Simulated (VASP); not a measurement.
# Li (Fm-3m) in VASP: a series of runs, part 2 of 2

VASP 6.6.1.

### 3 Single point, PBEsol

This run uses another cell than the first one, of 22.56 Å³/atom, 1.120 times its volume.

The input, INCAR:

```
  PREC = Accurate
  ENCUT = 520
  EDIFF = 1E-6
  ISMEAR = -1
  SIGMA = 0.1
  LREAL = False
  LASPH = True
  NELM = 80
  ALGO = Fast
  ISIF = 2
  LWAVE = False
  LCHARG = True
  GGA = PS
  LELF = True
  LVHAR = True
  NBANDS = 8
```

The input, KPOINTS:

```
Automatic mesh
0
Gamma
  14 14 14
```

The input, POSCAR:

```
Li
1.0
    0.0000000000      2.2427866481      2.2427866481
    2.2427866481      0.0000000000      2.2427866481
    2.2427866481      2.2427866481      0.0000000000
Li
1
Direct
    0.0000000000      0.0000000000      0.0000000000
```

Potentials or basis: VASP PAW PBE potentials, release 64 (Li_sv).

Started as:

```bash
$ cat potpaw_PBE.64/Li_sv/POTCAR > POTCAR
$ mpirun -np 1 vasp_std > vasp.out
```

It took 18 s on 1 thread of Intel Xeon Platinum 8259CL at 2.50GHz (Skylake/Cascade Lake), shared host; peak memory 0.13 GiB.

Results (log left out):

```
Free energy            : -1.9677 eV
Band gap on the k mesh : none (metal or under the smearing width)
```

Levels at points of the mesh, in eV from the Fermi level:
| k point | band 1 | band 2 | band 3 | band 4 | band 5 |
| --- | --- | --- | --- | --- | --- |
| (0.00, 0.00, 0.00) | -46.09 | -3.40 | 13.35 | 13.35 | 13.35 |
| (0.50, 0.00, 0.00) | -46.08 | 0.04 | 2.62 | 11.76 | 11.76 |
| (0.50, 0.50, 0.00) | -46.08 | 1.47 | 4.36 | 7.88 | 7.88 |

Caveat: the cutoff is under 1.25 times the usual one of these potentials, so pressure, stress and relaxed cells hold a basis-set (Pulay) error; the PAW data sets were made with another functional, which shifts forces and pressure a little.

### 4 Single point, PBEsol

The input, INCAR:

```
SYSTEM = Li
  PREC = Accurate
  ENCUT = 520
  EDIFF = 1E-6
  ISMEAR = -1
  SIGMA = 0.1
  LREAL = .False.
  LASPH = .True.
  NELM = 60
  ALGO = Fast
  ISIF = 2
  LWAVE = .False.
  LCHARG = .False.
  GGA = PS
  NBANDS = 8
```

The input, KPOINTS:

```
regular mesh
0
Gamma
  14 14 14
  0 0 0
```

The input, POSCAR:

```
Li
1.0
    0.0000000000      2.1596429424      2.1596429424
    2.1596429424      0.0000000000      2.1596429424
    2.1596429424      2.1596429424      0.0000000000
Li
1
Direct
    0.0000000000      0.0000000000      0.0000000000
```

Potentials or basis: VASP PAW PBE potentials, release 64 (Li_sv).

Started as:

```bash
$ cat potpaw_PBE.64/Li_sv/POTCAR > POTCAR
$ mpirun -np 1 vasp_std > vasp.out
```

OUTCAR:

```text
SYSTEM = Li
   PREC = Accurate
   ENCUT = 520
   EDIFF = 1E-6
   ISMEAR = -1
   LREAL = .False.
   LASPH = .True.
   NELM = 60
   ISIF = 2
   GGA = PS

 ion  position               nearest neighbor table
   1  0.000  0.000  0.000-

  LATTYP: Found a face centered cubic cell.
 ALAT       =     4.3192858848

  Lattice vectors:

 A1 = (   0.0000000000,   2.1596429424,   2.1596429424)
 A2 = (   2.1596429424,   0.0000000000,   2.1596429424)
[... 444 lines left out ...]
      8      22.4024      0.00000

 [... further k-points ...]

------------------------ aborting loop because EDIFF is reached ----------------------------------------

  FORCE on cell =-STRESS in cart. coord.  units (eV):
  Direction    XX          YY          ZZ          XY          YZ          ZX
  --------------------------------------------------------------------------------------
  -------------------------------------------------------------------------------------
  Total       -0.0039858     -0.0039858     -0.0039858      0.0000000      0.0000000      0.0000000
  in kB       -0.3169925     -0.3169925     -0.3169925      0.0000000      0.0000000      0.0000000
  external PRESSURE =      -0.3169925 kB  Pullay stress =       0.0000000 kB

 VOLUME and BASIS-vectors are now :
 -----------------------------------------------------------------------------
  energy-cutoff  :      520.00
  volume of cell :       20.15
      direct lattice vectors                 reciprocal lattice vectors
     0.000000000  2.159642942  2.159642942    -0.231519753  0.231519753  0.231519753
     2.159642942  0.000000000  2.159642942     0.231519753 -0.231519753  0.231519753
     2.159642942  2.159642942  0.000000000     0.231519753  0.231519753 -0.231519753

 POSITION                                       TOTAL-FORCE (eV/Angst)
 -----------------------------------------------------------------------------------
      0.00000      0.00000      0.00000        -0.000000     -0.000000      0.000000
 -----------------------------------------------------------------------------------
    total drift:                               -0.000000      0.000000     -0.000000

  FREE ENERGIE OF THE ION-ELECTRON SYSTEM (eV)
  ---------------------------------------------------
  free  energy   TOTEN  =        -1.9769903783 eV

  energy  without entropy=       -1.9626564868  energy(sigma->0) =       -1.96982343
```

stdout:

```text
POSCAR found type information on POSCAR Li
 POSCAR found :  1 types and       1 ions
 scaLAPACK will be used
 -----------------------------------------------------------------------------
|                                                                             |
|                                                                             |
|     You enforced a specific xc type in the INCAR file but a different       |
|     I HOPE YOU KNOW WHAT YOU ARE DOING!                                     |
|                                                                             |
 -----------------------------------------------------------------------------

 LDA part: xc-table for (Slater+PW92), standard interpolation
 POSCAR, INCAR and KPOINTS ok, starting setup
 FFT: planning ... GRIDC
 FFT: planning ... GRID_SOFT
 FFT: planning ... GRID
 WAVECAR not read
 entering main loop
```

It took 16 s on 1 thread of Intel Xeon Platinum 8259CL at 2.50GHz (Skylake/Cascade Lake), shared host; peak memory 0.13 GiB.

What came out:

```
Free energy            : -1.9770 eV
Band gap on the k mesh : none (metal or under the smearing width)
```

Caveat: the cutoff is under 1.25 times the usual one of these potentials, so pressure, stress and relaxed cells hold a basis-set (Pulay) error; the PAW data sets were made with another functional, which shifts forces and pressure a little.

### 5 Single point, PBEsol

This run uses another cell than the first one, of 20.95 Å³/atom, 1.040 times its volume.

The input, INCAR:

```
PREC     = Accurate       # precision mode
ENCUT    = 520            # plane-wave cutoff, eV
EDIFF    = 1E-6           # SCF threshold, eV
ISMEAR   = -1             # smearing method
SIGMA    = 0.1            # smearing width, eV
LREAL    = F              # projectors in reciprocal space
LASPH    = T              # aspherical terms in the spheres
NELM     = 60             # most SCF steps
ALGO     = Normal         # electronic algorithm
ISIF     = 2              # what is computed and relaxed
LWAVE    = F              # write WAVECAR
LCHARG   = F              # write CHGCAR
GGA      = PS             # functional
NBANDS   = 8              # bands
```

The input, KPOINTS:

```
Automatic mesh
0
Gamma
  14 14 14
```

The input, POSCAR:

```
Li
1.0
    0.0000000000      2.1880625560      2.1880625560
    2.1880625560      0.0000000000      2.1880625560
    2.1880625560      2.1880625560      0.0000000000
Li
1
Direct
    0.0000000000      0.0000000000      0.0000000000
```

Started as:

```bash
$ cat potpaw_PBE.64/Li_sv/POTCAR > POTCAR
$ mpirun -np 1 vasp_std > vasp.out
```

Run time: 11 s. Hardware: 1 thread of Intel Xeon Platinum 8259CL at 2.50GHz (Skylake/Cascade Lake), shared host; peak memory 0.13 GiB.

It converged, with:

* Free energy: -1.9761 eV
* Band gap on the k mesh: none (metal or under the smearing width)

Levels at points of the mesh, in eV from the Fermi level:
```csv
k point,band 1,band 2,band 3,band 4,band 5,band 6,band 7
"(0.00, 0.00, 0.00)",-45.95,-3.49,14.06,14.06,14.06,17.85,17.85
"(0.50, 0.00, 0.00)",-45.93,0.01,2.85,12.38,12.38,16.24,16.24
"(0.50, 0.50, 0.00)",-45.93,1.52,4.61,8.28,8.28,10.42,15.00
```

Caveat: the cutoff is under 1.25 times the usual one of these potentials, so pressure, stress and relaxed cells hold a basis-set (Pulay) error; the PAW data sets were made with another functional, which shifts forces and pressure a little.

### 6 Summary

| cell | k mesh | gap on the mesh (eV) |
| --- | --- | --- |
| Fm-3m, 20.15 Å³/atom | 21 × 21 × 21 | none |
| Fm-3m, 22.56 Å³/atom | 14 × 14 × 14 | none |
| Fm-3m, 20.15 Å³/atom | 14 × 14 × 14 | none |
| Fm-3m, 20.95 Å³/atom | 14 × 14 × 14 | none |

Alike in all rows: task single point; level PBEsol; potentials or basis VASP PAW PBE potentials, release 64 (Li_sv); no spin polarisation; cutoff (eV) 520; smearing fermi-dirac 0.1 eV.

Every run on the cell as given and a fine mesh finds a metal.

Caveats: the cutoff is under 1.25 times the usual one of these potentials, so pressure, stress and relaxed cells hold a basis-set (Pulay) error; the PAW data sets were made with another functional, which shifts forces and pressure a little.

Absolute energies hang on the potentials; compare differences alone.
